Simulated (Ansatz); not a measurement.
MnS:

```
CELL_PARAMETERS angstrom
1.83000 1.05655 2.97092
-1.83000 1.05655 2.97092
0.00000 -2.11310 2.97092
ATOMIC_POSITIONS crystal
Mn 0.00000 0.00000 0.00000
S 0.50000 0.50000 0.50000
```

The cell is a database's computed one.

Base run:

```yaml
Program: Ansatz 0.2.0
Functional: PBE
Potentials_or_basis: Ansatz PAW
Cutoff: 420 eV
Density_cutoff: 1680 eV
k_mesh: 9 × 9 × 9
Occupations: fermi-dirac, width 0.05 eV
Spin: collinear spin, ferromagnetic start
Starting_moments: "[4.0, 0.0] μB"
```

Its results: band gap on the k mesh none (metal or under the smearing width); pressure -1.6 GPa; net moment 4.66 μB per cell; site moments Mn +4.16; S +0.14 μB.

Problem. The run is repeated on the same cell with these changes: functional from PBE to PBEsol; occupations from fermi-dirac, width 0.05 eV to gaussian, width 0.05 eV. What comes out?

Solution. Band gap on the k mesh none (metal or under the smearing width); pressure -6.1 GPa; net moment 4.64 μB per cell; site moments Mn +4.13; S +0.14 μB.

Caveats: a cell with one magnetic atom can't hold antiferromagnetic order, which such compounds often take; semilocal functionals often make such compounds metallic where correlation or magnetic order opens a gap, which also shifts bond lengths; the PAW data sets come from PBE, with cores solved anew for the run's functional, which leaves a small shift of forces and pressure (some runs).

Not every run made on this cell is shown here.
